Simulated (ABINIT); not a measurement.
PtSe2 (Sudovikovite): single point with PBEsol

Crystal: PtSe2 (Sudovikovite).

```xyz
3
Lattice="3.7240 0.0000 0.0000 -1.8620 3.2251 0.0000 0.0000 0.0000 5.0620" Properties=species:S:1:pos:R:3 pbc="T T T"
Pt    0.0001    0.0730    0.0334
Se    1.8049    1.0686    3.7459
Se    0.0179    2.1128    1.2468
```

The cell isn't the ideal one: atoms moved at random, drawn with an rms of 0.05 Å.

| Item | Value |
| --- | --- |
| Program | ABINIT 10.8.3 (patched build) |
| Task | single point |
| Functional | PBEsol |
| Potentials or basis | PseudoDojo NC SR PBEsol v0.4.1 standard |
| Cutoff | 1170 eV |
| k mesh | 8 × 8 × 5 |
| Occupations | fermi-dirac, width 0.05 eV |
| Spin | no spin polarisation |

```
Pressure                                              : 1.9 GPa
Largest force                                         : 1.964 eV/Å
Band gap on the k mesh                                : none (metal or under the smearing width)
Valence electrons inside the program's atomic spheres : Pt 14.49; Se 13.18, 13.21
```

Forces on the atoms (eV/Å):
```
Pt  -0.300 -1.584 -1.122
Se   0.443  0.499  0.273
Se  -0.143  1.085  0.849
```

Stress tensor (GPa, compression positive):
```
 1.50  0.91 -1.80
 0.91  3.81  1.68
-1.80  1.68  0.52
```

Levels at points of the mesh, in eV from the Fermi level:
```csv
k point,band 23,band 24,band 25,band 26,band 27,band 28
"(0.00, 0.00, 0.00)",-1.05,-0.84,0.39,1.27,1.57,3.50
"(0.50, 0.00, 0.00)",-3.35,-3.32,-2.88,0.70,2.24,4.73
"(0.00, 0.50, 0.00)",-3.45,-3.38,-2.91,0.60,2.25,4.77
"(0.50, 0.50, 0.00)",-3.37,-3.27,-2.84,0.45,2.35,4.77
```

Run time: 6.1 min on 4 MPI ranks on Arm Neoverse V1, on a shared host, peak memory 0.72 GiB a rank.

The run has no spin-orbit coupling, so splittings on Pt are missing.
